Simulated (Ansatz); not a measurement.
# Li2O: what symmetry allows forces and stress to be

```xyz
3
Lattice="0.0000 2.4011 2.4358 2.4358 0.0000 2.4358 2.4358 2.4011 0.0000" Properties=species:S:1:pos:R:3 pbc="T T T"
Li    1.2179    1.2741    1.2179
Li    3.6536    3.6752    3.6536
O     0.0000   -0.1470    0.0000
```

Level of theory: Ansatz, DFT PBE, scalar-relativistic, plane waves, PAW.

Settings: cutoff 420 eV, Γ-centred mesh 8×8×8 on the computed 3-atom cell, Gaussian smearing of 0.02 eV; no spin polarisation.

This distorted cell has space group I4mm, with 8 operations.

Question: Without a calculation: in which directions can each atom feel a force?

Answer: A force must be left unchanged by every operation that keeps its atom in place, so it lies in the space that those operations leave fixed. Atoms that the group maps onto each other feel forces of one size.
```csv
atom,site symmetry,operations at the site,equivalent to atom,allowed force (Cartesian)
Li1,2mm.,4,1,"along (0.00, 1.00, 0.00)"
Li2,2mm.,4,1,"along (0.00, 1.00, 0.00)"
O3,4mm,8,3,"along (0.00, 1.00, 0.00)"
```

That leaves 2 independent force components of 9, tied by 1 condition that the forces sum to zero, so 1 remains. A relaxation in this cell that keeps the symmetry moves the atoms in these directions alone.

Question: And the stress tensor?

Answer: It must be invariant under the point group, which leaves 2 independent components: yz, xz, xy vanish; xx = zz.

Question: Do the computed values obey this?

Answer: Yes. Forces (eV/Å):
```
Li1  0.000 -0.290  0.000
Li2  0.000 -0.290  0.000
O3   0.000  0.579  0.000
```

Stress (GPa, compression positive, xx yy zz yz xz xy): -7.62 -5.87 -7.62 0.00 0.00 0.00. The program imposes the same operations on density, forces and stress, so this confirms the analysis and is no independent test of the calculation.